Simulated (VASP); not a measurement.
Write the native input for VASP 6.6.1 that does the following.

```
Task                   : single point
Functional             : PBE
Potentials or basis    : VASP PAW PBE potentials, release 64 (Re)
Cutoff                 : 520 eV
k mesh                 : 11 × 11 × 6
Occupations            : fermi-dirac, width 0.05 eV
Spin                   : no spin polarisation
Further INCAR settings : ALGO = Normal; EDIFF = 1e-07; NBANDS = 14
```

The structure of Re lies in POSCAR:

```
Re
1.0
    2.7608000000      0.0000000000      0.0000000000
   -1.3804000000      2.3909229348      0.0000000000
    0.0000000000      0.0000000000      4.4582000000
Re
2
Direct
    0.6651910000      0.3157920000      0.7640740000
    0.3298360000      0.6656080000      0.2440940000
```

The cell isn't the ideal one: atoms moved at random, drawn with an rms of 0.05 Å.

One way to write it, as run:

INCAR

```
PREC     = Accurate       # precision mode
ENCUT    = 520            # plane-wave cutoff, eV
EDIFF    = 1E-7           # SCF threshold, eV
ISMEAR   = -1             # smearing method
SIGMA    = 0.05           # smearing width, eV
LREAL    = F              # projectors in reciprocal space
LASPH    = T              # aspherical terms in the spheres
NELM     = 60             # most SCF steps
ALGO     = Normal         # electronic algorithm
ISIF     = 2              # what is computed and relaxed
LWAVE    = F              # write WAVECAR
LCHARG   = F              # write CHGCAR
GGA      = PE             # functional
NBANDS   = 14             # bands
```

KPOINTS

```
regular mesh
0
Gamma
  11 11 6
```

Potentials or basis: VASP PAW PBE potentials, release 64 (Re).

The run is started by

```console
$ cat potpaw_PBE.64/Re/POTCAR > POTCAR
$ mpirun -np 1 vasp_std > vasp.out
```

It gave:

The pressure is 7.0 GPa. The largest force is 0.504 eV/Å and the band gap on the k mesh is none (metal or under the smearing width).

Wall time 54 s on 1 thread of Intel(R) Xeon(R) 6975P-C (Granite Rapids) (shared host), peak memory 0.26 GiB.
